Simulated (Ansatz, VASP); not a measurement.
**AgCl: VASP beside Ansatz**

INCAR

```
PREC = Accurate
ENCUT = 520
EDIFF = 1E-6
ISMEAR = 0
SIGMA = 0.05
LREAL = False
LASPH = True
NELM = 100
ALGO = Normal
ISIF = 2
LWAVE = False
LCHARG = False
GGA = PS
NBANDS = 16
```

File KPOINTS:

```
Automatic mesh
0
Gamma
  8 8 8
```

File POSCAR:

```
AgCl
1.0
    0.0000000000      2.6899555000      2.8563445000
    2.6899555000      0.0000000000      2.8563445000
    2.6899555000      2.6899555000      0.0000000000
Ag Cl
1 1
Direct
    0.5000000000      0.5000000000      0.5000000000
    0.0000000000      0.0000000000      0.0000000000
```

Input for Ansatz:

```yaml
crystal:
  lattice:
    - [0.0, 2.6899555, 2.8563445]
    - [2.6899555, 0.0, 2.8563445]
    - [2.6899555, 2.6899555, 0.0]
  atoms:
    - { symbol: Ag, position: [0.5, 0.5, 0.5] }
    - { symbol: Cl, position: [0.0, 0.0, 0.0] }
basis:
  ecutwfc: 420
kpoints:
  mp_grid: { grid: [8, 8, 8] }
hamiltonian:
  xc: pbesol
scf:
  occupations: { method: gaussian, width: 0.05 }
output:
  forces: true
  stress: true
  eigenvalues: true
```

Change from the starting cell: strain -0.030 along x and y, +0.030 along z, atoms carried along.

Alike in both runs: task single point; functional PBEsol; k mesh 8 × 8 × 8; occupations gaussian, width 0.05 eV; no spin polarisation.

|  | VASP | Ansatz |
| --- | --- | --- |
| version | VASP 6.6.1 | Ansatz 0.2.0 |
| potentials or method | VASP PAW PBE potentials, release 64 (Ag, Cl) | scalar-relativistic, plane waves, PAW |
| plane-wave cutoff (eV) | 520 | 420 |
| valence electrons in the cell | 18 | 26 |

Ansatz gave:

* gap on the k mesh at the Fermi level (eV): 0.55
* least direct gap on the mesh (eV): 3.10
* pressure (GPa): -0.8
* largest component of the traceless stress (GPa): 0.98

Q: What did VASP give for the same quantities?

A: gap on the k mesh at the Fermi level (eV): 0.55; least direct gap on the mesh (eV): 3.10; pressure (GPa): -0.9; largest component of the traceless stress (GPa): 0.96.

With one functional, cell and mesh, what is left measures potentials, basis and numerics. The two sets of potentials don't hold the same shells in valence.

Caveats: the PAW data sets were made with another functional, which shifts forces and pressure a little (VASP). A k mesh can miss the band edges.
